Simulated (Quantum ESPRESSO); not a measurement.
BP, 2 atoms in the cell. Symmetry: F-43m, No. 216, cubic system. Conventional cell: a = 4.538 Å, b = 4.538 Å, c = 4.538 Å, α = 90.00°, β = 90.00°, γ = 90.00°. P (site symmetry -43m) has 4 B at 1.97 Å as nearest neighbours. B (site symmetry -43m) is surrounded by 4 P at 1.97 Å. 

```yaml
Program: Quantum ESPRESSO 7.5
Task: phonons
Functional: LDA
Potentials_or_basis: PseudoDojo 0.4.1 SR LDA standard
Cutoff: 1034 eV
Density_cutoff: 4136 eV
k_mesh: 8 × 8 × 8, shifted
Occupations: fermi-dirac, width 0.05 eV
Spin: no spin polarisation
Form_of_the_LDA_correlation: PW92
Mixing_beta: 0.5
Most_SCF_iterations: 120
SCF_threshold: 4e-10 Ry
```

Potentials or basis: PseudoDojo 0.4.1 SR LDA standard.

Command:

```sh
$ OMP_NUM_THREADS=1 pw.x -in pw.in > pw.out
$ OMP_NUM_THREADS=1 pw.x -in scf2.in > scf2.out
$ OMP_NUM_THREADS=1 ph.x -in ph.in > ph.out
$ OMP_NUM_THREADS=1 dynmat.x -in dynmat.in > dynmat.out
$ OMP_NUM_THREADS=1 dynmat.x -in dynmat_lo.in > dynmat_lo.out
```

Hardware: 1 thread of Arm Neoverse V1, with other jobs on the host.

Problem. Estimate the wall time of this run.

Solution. Run time: 3.3 min on 1 thread of Arm Neoverse V1, with other jobs on the host, peak memory 0.05 GiB. Counts: scf iterations 12, k pools 1, bands 9, k points 60, g dense 14163.
